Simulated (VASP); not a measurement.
# KBr (Fm-3m) in VASP: further runs

One crystal, KBr, is run at these levels: RPBE; tasks: single point.

Everything below comes from runs of VASP 6.6.1. Logs are shortened: lines on timing, memory, paths and dates and some standing lists are left out, and cuts for length are marked.

**1. Starting point**

Symmetry: Fm-3m, No. 225, cubic system. Conventional cell: a = 6.600 Å, b = 6.600 Å, c = 6.600 Å, α = 90.00°, β = 90.00°, γ = 90.00°. Around Br (site symmetry m-3m) lie 6 K at 3.30 Å. K (site symmetry m-3m) has 6 Br at 3.30 Å as nearest neighbours.

**2. Single point, RPBE**

File INCAR:

```
  ALGO = Normal
  EDIFF = 1E-6
  ENCUT = 520
  GGA = RP
  ISIF = 2
  ISMEAR = 0
  LASPH = True
  LCHARG = False
  LREAL = False
  LWAVE = False
  NBANDS = 15
  NELM = 100
  PREC = Accurate
  SIGMA = 0.05
```

File KPOINTS:

```
k-points
0
Gamma
  7 7 7
```

File POSCAR:

```
KBr
4.6669
    0.000000000000      0.707107501768      0.707107501768
    0.707107501768      0.000000000000      0.707107501768
    0.707107501768      0.707107501768      0.000000000000
Br K
1 1
Direct
    0.5000000000      0.5000000000      0.5000000000
    0.0000000000      0.0000000000      0.0000000000
```

Potentials or basis: VASP PAW PBE potentials, release 64 (Br, K_sv).

Command:

```bash
> cat potpaw_PBE.64/Br/POTCAR potpaw_PBE.64/K_sv/POTCAR > POTCAR
> mpirun -np 1 vasp_std > vasp.out
```

OUTCAR:

```text
EDIFF = 1E-6
   ENCUT = 520
   GGA = RP
   ISIF = 2
   ISMEAR = 0
   LASPH = True
   LREAL = False
   NELM = 100
   PREC = Accurate

 ion  position               nearest neighbor table
   1  0.500  0.500  0.500-   2 3.30   2 3.30   2 3.30   2 3.30   2 3.30   2 3.30
   2  0.000  0.000  0.000-   1 3.30   1 3.30   1 3.30   1 3.30   1 3.30   1 3.30

  LATTYP: Found a face centered cubic cell.
 ALAT       =     6.6000000000

  Lattice vectors:

 A1 = (   0.0000000000,   3.3000000000,   3.3000000000)
 A2 = (   3.3000000000,   0.0000000000,   3.3000000000)
 A3 = (   3.3000000000,   3.3000000000,   0.0000000000)

Analysis of symmetry for initial positions (statically):
=====================================================================
 Subroutine PRICEL returns:
 Original cell was already a primitive cell.

 Routine SETGRP: Setting up the symmetry group for a
 face centered cubic supercell.

 Subroutine GETGRP returns: Found 48 space group operations
 (whereof 48 operations were pure point group operations)
 out of a pool of 48 trial point group operations.

The static configuration has the point symmetry O_h .

Analysis of symmetry for dynamics (positions and initial velocities):
=====================================================================
 Subroutine PRICEL returns:
 Original cell was already a primitive cell.

 Routine SETGRP: Setting up the symmetry group for a
 face centered cubic supercell.

 Subroutine GETGRP returns: Found 48 space group operations
 (whereof 48 operations were pure point group operations)
 out of a pool of 48 trial point group operations.

The dynamic configuration has the point symmetry O_h .

 Subroutine INISYM returns: Found 48 space group operations
 (whereof 48 operations are pure point group operations),
 and found     1 'primitive' translations

----------------------------------------------------------------------------------------

                                     Primitive cell

  volume of cell :      71.8740

  direct lattice vectors                    reciprocal lattice vectors
     0.000000000  3.300000000  3.300000000    -0.151515152  0.151515152  0.151515152
     3.300000000  0.000000000  3.300000000     0.151515152 -0.151515152  0.151515152
     3.300000000  3.300000000  0.000000000     0.151515152  0.151515152 -0.151515152

  length of vectors
     4.666904756  4.666904756  4.666904756     0.262431941  0.262431941  0.262431941

  position of ions in fractional coordinates (direct lattice)
     0.500000000  0.500000000  0.500000000
     0.000000000  0.000000000  0.000000000

  ion indices of the primitive-cell ions
   primitive index   ion index
                 1           1
                 2           2

----------------------------------------------------------------------------------------

 KPOINTS: k-points

Automatic generation of k-mesh.
 Grid dimensions read from file:
 generate k-points for:    7    7    7

 Generating k-lattice:

  Cartesian coordinates                     Fractional coordinates (reciprocal lattice)
    -0.021645022  0.021645022  0.021645022     0.142857143  0.000000000  0.000000000
     0.021645022 -0.021645022  0.021645022     0.000000000  0.142857143  0.000000000
     0.021645022  0.021645022 -0.021645022     0.000000000  0.000000000  0.142857143

  Length of vectors
     0.037490277  0.037490277  0.037490277

  Shift w.r.t. Gamma in fractional coordinates (k-lattice)
     0.000000000  0.000000000  0.000000000

 Subroutine IBZKPT returns following result:
 ===========================================

 Found     20 irreducible k-points:

 Following reciprocal coordinates:
            Coordinates               Weight
  0.000000  0.000000  0.000000      1.000000
  0.142857  0.000000  0.000000      8.000000
  0.285714  0.000000  0.000000      8.000000
  0.428571  0.000000  0.000000      8.000000
  0.142857  0.142857  0.000000      6.000000
  0.285714  0.142857  0.000000     24.000000
[... 12 lines left out ...]
 -0.428571  0.428571  0.142857     24.000000
 -0.285714  0.428571  0.142857     24.000000
   k-points           NKPTS =     20   k-points in BZ     NKDIM =     20   number of bands    NBANDS=     15
   number of dos      NEDOS =    301   number of ions     NIONS =      2
   total plane-waves  NPLWV =  46656
   dimension x,y,z NGX =    36 NGY =   36 NGZ =   36
   dimension x,y,z NGXF=    72 NGYF=   72 NGZF=   72
   ions per type =               1   1
   NGX,Y,Z   is equivalent  to a cutoff of  12.82, 12.82, 12.82 a.u.
   NGXF,Y,Z  is equivalent  to a cutoff of  25.65, 25.65, 25.65 a.u.
 SYSTEM =  unknown system
   PREC   = accura    normal or accurate (medium, high low for compatibility)
   ISTART =      0    job   : 0-new  1-cont  2-samecut
   ICHARG =      2    charge: 1-file 2-atom 10-const
   ISPIN  =      1    spin polarized calculation?
   LNONCOLLINEAR =      F non collinear calculations
   LSORBIT =      F    spin-orbit coupling
   LASPH  =      T    aspherical Exc in radial PAW
   ENCUT  =  520.0 eV  38.22 Ry    6.18 a.u.   8.68  8.68  8.68*2*pi/ulx,y,z
   NELM   =    100;   NELMIN=  2; NELMDL= -5     # of ELM steps
   EDIFF  = 0.1E-05   stopping-criterion for ELM
   LREAL  =      F    real-space projection
   EDIFFG = 0.1E-04   stopping-criterion for IOM
   NSW    =      0    number of steps for IOM
   IBRION =     -1    ionic relax: 0-MD 1-quasi-New 2-CG
   NFREE  =      0    steps in history (QN), initial steepest desc. (CG)
   ISIF   =      2    stress and relaxation
   ISYM   =      2    0-nonsym 1-usesym 2-fastsym
   POTIM  = 0.5000    time-step for ionic-motion
   TEBEG  =    0.0;   TEEND  =   0.0 temperature during run
   PSTRESS=    0.0 pullay stress
   NELECT =      16.0000    total number of electrons
   NUPDOWN=      -1.0000    fix difference up-down
   EMIN   =  10.00;   EMAX   =-10.00  energy-range for DOS
   EFERMI =   0.00;   METHOD = LEGACY
   ISMEAR =     0;   SIGMA  =   0.05  broadening in eV -4-tet -1-fermi 0-gaus
   EFERMI_NEDOS =   21; number of points for ismear=-14 and -15
   IALGO  =     38    algorithm
   IMIX   =      4    mixing-type and parameters
     AMIX     =   0.40;   BMIX     =  1.00
     AMIX_MAG =   1.60;   BMIX_MAG =  1.00
  volume/ion in A,a.u.               =      35.94       242.51
  Fermi-wavevector in a.u.,A,eV,Ry     =   0.992181  1.874950 13.393889  0.984423
  Thomas-Fermi vector in A             =   2.123975
   LORBIT       =      0    0 simple, 1 ext, 2 COOP (PROOUT), +10 PAW based schemes
   GGA     = RP    functional components
   LHFCALC =     F    Hartree Fock is set to
   AEXX    =    0.0000 exact exchange contribution
   IVDW    =     0    specifies the selected vdW correction
   LEPSILON=     F    determine dielectric tensor
   LRPA    =     F    only Hartree local field effects (RPA)
 non-spin polarized calculation
 Gauss-broadening in eV      SIGMA  =   0.05
  energy-cutoff  :      520.00
  volume of cell :       71.87
 maximum number of plane-waves:      1948
   NGX = 17   NGY = 17   NGZ = 17

 number of electron      15.9999997 magnetization

 Free energy of the ion-electron system (eV)
  ---------------------------------------------------
  ext. energy  EPLUGINS =         0.00000000
  ---------------------------------------------------
  free energy    TOTEN  =        -5.85947149 eV

  energy without entropy =       -5.85947149  energy(sigma->0) =       -5.85947149

 E-fermi :  -1.3385     XC(G=0):  -7.0255

 val. band max:       -1.6076275156   @ k =   0.0000   0.0000   0.0000
 cond. band min:       3.1649468032   @ k =   0.0000   0.0000   0.0000
 fundamental gap:      4.7725743188
 Fermi energy:        -1.3385442184

 k-point     1 :       0.0000    0.0000    0.0000
  band No.  band energies     occupation
      1     -29.5046      2.00000
      2     -13.8530      2.00000
      3     -12.9357      2.00000
      4     -12.9357      2.00000
      5     -12.9357      2.00000
      6      -1.6076      2.00000
      7      -1.6076      2.00000
      8      -1.6076      2.00000
      9       3.1649      0.00000
     10       6.1827      0.00000
     11       6.1827      0.00000
     12       6.1827      0.00000
     13       6.9430      0.00000
     14       6.9430      0.00000
     15      10.3991      0.00000

 k-point     2 :       0.1429    0.0000    0.0000
  band No.  band energies     occupation
      1     -29.5036      2.00000
      2     -13.8974      2.00000
      3     -12.9367      2.00000
      4     -12.9367      2.00000
      5     -12.8781      2.00000
      6      -1.8706      2.00000
      7      -1.6719      2.00000
      8      -1.6719      2.00000
      9       3.6496      0.00000
     10       6.0860      0.00000
     11       6.4204      0.00000
     12       6.4204      0.00000
     13       7.2072      0.00000
     14       7.2072      0.00000
     15      11.0411      0.00000

 k-point     3 :       0.2857    0.0000    0.0000
  band No.  band energies     occupation
      1     -29.5014      2.00000
      2     -13.9826      2.00000
      3     -12.9388      2.00000
      4     -12.9388      2.00000
      5     -12.7628      2.00000
      6      -2.3578      2.00000
      7      -1.8094      2.00000
      8      -1.8094      2.00000
      9       4.6285      0.00000
     10       6.1908      0.00000
     11       7.0732      0.00000
     12       7.0732      0.00000
     13       7.9221      0.00000
     14       7.9221      0.00000
     15      10.4531      0.00000
[... 271 lines left out ...]
 k-point    19 :      -0.4286    0.4286    0.1429
  band No.  band energies     occupation
      1     -29.4980      2.00000
      2     -13.8500      2.00000
      3     -12.9923      2.00000
      4     -12.9772      2.00000
      5     -12.8677      2.00000
      6      -2.3492      2.00000
      7      -1.9996      2.00000
      8      -1.9871      2.00000
      9       5.1005      0.00000
     10       6.2468      0.00000
     11       7.2492      0.00000
     12       8.1191      0.00000
     13       8.2781      0.00000
     14       9.1134      0.00000
     15       9.6493      0.00000

 k-point    20 :      -0.2857    0.4286    0.1429
  band No.  band energies     occupation
      1     -29.4979      2.00000
      2     -13.8792      2.00000
      3     -12.9982      2.00000
      4     -12.9758      2.00000
      5     -12.8234      2.00000
      6      -2.2499      2.00000
      7      -2.2038      2.00000
      8      -2.0087      2.00000
      9       5.6954      0.00000
     10       6.4263      0.00000
     11       6.9516      0.00000
     12       7.6197      0.00000
     13       8.9844      0.00000
     14       9.0005      0.00000
     15       9.8110      0.00000

------------------------ aborting loop because EDIFF is reached ----------------------------------------

  FORCE on cell =-STRESS in cart. coord.  units (eV):
  Direction    XX          YY          ZZ          XY          YZ          ZX
  --------------------------------------------------------------------------------------
  -------------------------------------------------------------------------------------
  Total        0.9668305      0.9668305      0.9668305      0.0000000     -0.0000000      0.0000000
  in kB       21.5520761     21.5520761     21.5520761      0.0000000     -0.0000000      0.0000000
  external PRESSURE =      21.5520761 kB  Pullay stress =       0.0000000 kB

 VOLUME and BASIS-vectors are now :
 -----------------------------------------------------------------------------
  energy-cutoff  :      520.00
  volume of cell :       71.87
      direct lattice vectors                 reciprocal lattice vectors
     0.000000000  3.300000000  3.300000000    -0.151515152  0.151515152  0.151515152
     3.300000000  0.000000000  3.300000000     0.151515152 -0.151515152  0.151515152
     3.300000000  3.300000000  0.000000000     0.151515152  0.151515152 -0.151515152

 POSITION                                       TOTAL-FORCE (eV/Angst)
 -----------------------------------------------------------------------------------
      3.30000      3.30000      3.30000         0.000000     -0.000000      0.000000
      0.00000      0.00000      0.00000        -0.000000      0.000000     -0.000000
 -----------------------------------------------------------------------------------
    total drift:                                0.000000      0.000000      0.000000

  FREE ENERGIE OF THE ION-ELECTRON SYSTEM (eV)
  ---------------------------------------------------
  free  energy   TOTEN  =        -5.8594714888 eV

  energy  without entropy=       -5.8594714888  energy(sigma->0) =       -5.85947149
```

Wall time 17 s (1 thread of Intel Xeon 6975P-C (Granite Rapids), shared host); peak memory 0.2 GiB.

What came out:

- Free energy: -5.8595 eV
- Pressure: 2.2 GPa
- Band gap on the k mesh: 4.77 eV, direct

Caveat: the PAW data sets were made with another functional, which shifts forces and pressure a little; an odd mesh through Γ misses points on the zone boundary, where band edges often lie.

**3. Single point, RPBE**

File run.py:

```python
from ase.calculators.vasp import Vasp
from ase.dft.bandgap import bandgap
from ase.spacegroup import crystal

atoms = crystal(
    ['Br', 'K'],
    basis=[[0.5, 0.0, 0.0], [0.0, 0.0, 0.0]],
    spacegroup=225,
    setting=1,
    cellpar=[6.6, 6.6, 6.6, 90.0, 90.0, 90.0],
    primitive_cell=True,
)
calc = Vasp(
    directory='calc',
    xc='rpbe',
    pp='PBE',
    setups='materialsproject',
    prec='Accurate',
    encut=520,
    ediff=1e-07,
    ismear=0,
    sigma=0.05,
    lreal=False,
    lasph=True,
    nelm=80,
    algo='Normal',
    isif=2,
    lwave=False,
    lcharg=True,
    lelf=True,
    lvhar=True,
    kpts=[7, 7, 7],
    gamma=True,
    nbands=15,
)
atoms.calc = calc

print('energy (eV):', atoms.get_potential_energy())
print('free energy (eV):', atoms.get_potential_energy(force_consistent=True))
print('forces (eV/A):')
print(atoms.get_forces())
print('stress (eV/A^3, Voigt):', atoms.get_stress())
print('Fermi level (eV):', calc.get_fermi_level())
gap, top, bottom = bandgap(calc)
print('band gap (eV):', gap, 'from (spin, k, band)', top, 'to', bottom)
```

Potentials or basis: VASP PAW PBE potentials, release 64 (Br, K_sv).

Command:

```bash
> python run.py
```

Run time: 26 s. Hardware: 1 thread of Intel Xeon 6975P-C (Granite Rapids), shared host; peak memory 0.2 GiB.

Results (log left out):

```
Free energy            : -5.8595 eV
Pressure               : 2.2 GPa
Band gap on the k mesh : 4.77 eV, direct
```

Levels at points of the mesh, in eV from the valence-band top:
| k point | band 4 | band 5 | band 6 | band 7 | band 8 | band 9 | band 10 | band 11 | band 12 | band 13 |
| --- | --- | --- | --- | --- | --- | --- | --- | --- | --- | --- |
| (0.00, 0.00, 0.00) | -11.33 | -11.33 | 0.00 | 0.00 | 0.00 | 4.77 | 7.79 | 7.79 | 7.79 | 8.55 |

Caveat: the PAW data sets were made with another functional, which shifts forces and pressure a little; an odd mesh through Γ misses points on the zone boundary, where band edges often lie. As with any semilocal functional, this RPBE gap is likely too small.

**4. The reference run**

An earlier run on the cell as given: functional PBE; potentials or basis VASP PAW PBE potentials, release 64 (Br, K_sv); cutoff 520 eV; k mesh 7 × 7 × 7; occupations fermi-dirac, width 0.05 eV; no spin polarisation.

* Pressure: 0.8 GPa
* Band gap on the k mesh: 4.43 eV, direct
